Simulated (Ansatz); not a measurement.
**Sodium (simple cubic) across density functionals**

All rows: Ansatz, plane waves with scalar-relativistic PAW, 420 eV (500 eV for the SCAN forms), relaxed under each functional, no dispersion correction, no zero-point motion. B₀ comes from uniform scaling at fixed shape; a dash is a value not given.

```json
{"functional": "r²SCAN", "V (Å³/atom)": "39.94", "cell": "a = 3.418 Å", "B₀ (GPa)": "6", "magnetic state": "spin not included", "ΔE to bcc (meV/atom)": "126"}
{"functional": "PBEsol", "V (Å³/atom)": "38.90", "cell": "a = 3.388 Å", "B₀ (GPa)": "6", "magnetic state": "spin not included", "ΔE to bcc (meV/atom)": "121"}
{"functional": "LDA", "V (Å³/atom)": "35.92", "cell": "a = 3.299 Å", "B₀ (GPa)": "7", "magnetic state": "spin not included", "ΔE to bcc (meV/atom)": "122"}
{"functional": "revPBE", "V (Å³/atom)": "42.35", "cell": "a = 3.486 Å", "B₀ (GPa)": "6", "magnetic state": "spin not included", "ΔE to bcc (meV/atom)": "117"}
{"functional": "RPBE", "V (Å³/atom)": "42.47", "cell": "a = 3.489 Å", "B₀ (GPa)": "6", "magnetic state": "spin not included", "ΔE to bcc (meV/atom)": "116"}
{"functional": "BLYP", "V (Å³/atom)": "41.53", "cell": "a = 3.463 Å", "B₀ (GPa)": "5", "magnetic state": "spin not included", "ΔE to bcc (meV/atom)": "101"}
```

(1) What does PBE give?

Results:

(1) V (Å³/atom): 39.81; cell: a = 3.414 Å; B₀ (GPa): 6; magnetic state: spin not included; ΔE to bcc (meV/atom): 118.
